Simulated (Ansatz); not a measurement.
**FeO in Ansatz: the effect of fixed moment**

FeO:

```
CELL_PARAMETERS angstrom
-1.60210 1.60210 2.08339
1.60210 -1.60210 2.08339
1.60210 1.60210 -2.08339
ATOMIC_POSITIONS crystal
Fe 0.00000 0.00000 0.00000
O 0.50000 0.50000 0.00000
```

The cell comes from a database or a generator and needn't be the stable form of this composition.

Alike in all runs:

```yaml
Program: Ansatz 0.2.0
Task: single point
Functional: PBEsol
Potentials_or_basis: Ansatz PAW
Cutoff: "420 eV (not typed: the program's choice for these potentials)"
k_mesh: 10 × 10 × 10
Occupations: fermi-dirac, width 0.05 eV
```

```csv
fixed moment,spin,starting moments,energy over the lowest run (meV/atom),pressure (GPa)
0,"collinear spin, program default start",-,790.2,-37.1
0.8,"collinear spin, ferromagnetic start","[0.8, 0.0] μB",696.5,-33.9
1.5,"collinear spin, ferromagnetic start","[1.5, 0.0] μB",585.4,-34.3
2.2,"collinear spin, ferromagnetic start","[2.2, 0.0] μB",402.6,-31.1
3,"collinear spin, ferromagnetic start","[3.0, 0.0] μB",?,?
3.8,"collinear spin, ferromagnetic start","[3.8, 0.0] μB",0.0,-18.4
4.5,"collinear spin, ferromagnetic start","[4.5, 0.0] μB",337.4,-6.3
6,"collinear spin, ferromagnetic start","[6.0, 0.0] μB",2608.8,32.7
```

**Question.** What does the run with fixed moment 3 give?

**Answer.** Energy over the lowest run 182.2 meV/atom; pressure -25.5 GPa.

Worked out: The energy over the lowest run follows no smooth curve through the other rows. A parabola through the other rows of the pressure, of slope 10.8 GPa per unit of fixed moment there, gives -26.1 GPa, against the run's -25.5.

Caveats: the total moment is fixed, so each spin has its own Fermi level; the PAW data sets come from PBE, with cores solved anew for the run's functional, which leaves a small shift of forces and pressure; the thresholds are loose for stress; a cell with one magnetic atom can't hold antiferromagnetic order, which such compounds often take (some runs); a pressure of tens of GPa on the cell as given is suspect, and the run, the potentials or the cell itself is likely at fault (some runs).
